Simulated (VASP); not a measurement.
The system is Te.

```
Te
1.0
     4.45400    0.00000    0.00000
    -2.22700    3.85728    0.00000
     0.00000    0.00000    5.92400
Te
3
Direct
  0.73100 0.73100 0.00000
  0.00000 0.26900 0.66667
  0.26900 0.00000 0.33333
```

| Property | Result |
| --- | --- |
| Program | VASP 6.6.1 |
| Task | relaxation of cell and atoms |
| Functional | LDA |
| Potentials or basis | VASP PAW LDA potentials, release 64 (Te) |
| Cutoff | 600 eV |
| k mesh | 6 × 6 × 4 |
| Occupations | gaussian, width 0.02 eV |
| Spin | no spin polarisation |

At the start: pressure -1.8 GPa; volume 33.93 Å³/atom.

**Question.** Where does the relaxation end?

**Answer.** Over 8 steps the energy falls by 19.0 meV/atom and the volume is 31.40 Å³/atom (-7.4 %); space group P3_121 (No. 152, to 0.05 Å).

Step by step:
```csv
step,energy change (eV),largest force (eV/Å),pressure (GPa),volume (Å³)
1,0.0000,0.0755,-1.82,101.78
2,-0.0182,0.3575,1.07,96.21
3,-0.0231,0.2664,0.09,97.90
4,-0.0346,0.2163,0.10,97.07
5,-0.0542,0.0801,0.31,94.58
6,-0.0558,0.0293,0.48,93.55
7,-0.0520,0.0748,-0.95,95.60
8,-0.0569,0.0059,0.00,94.21
```

Final structure:
```yaml
crystal:
  lattice:
    - [4.27509, 0.00000, 0.00000]
    - [-2.13755, 3.70234, 0.00000]
    - [0.00000, 0.00000, 5.95222]
  atoms:
    - { symbol: Te, position: [0.71469, 0.71469, 0.00000] }
    - { symbol: Te, position: [0.00000, 0.28531, 0.66667] }
    - { symbol: Te, position: [0.28531, 0.00000, 0.33333] }
```
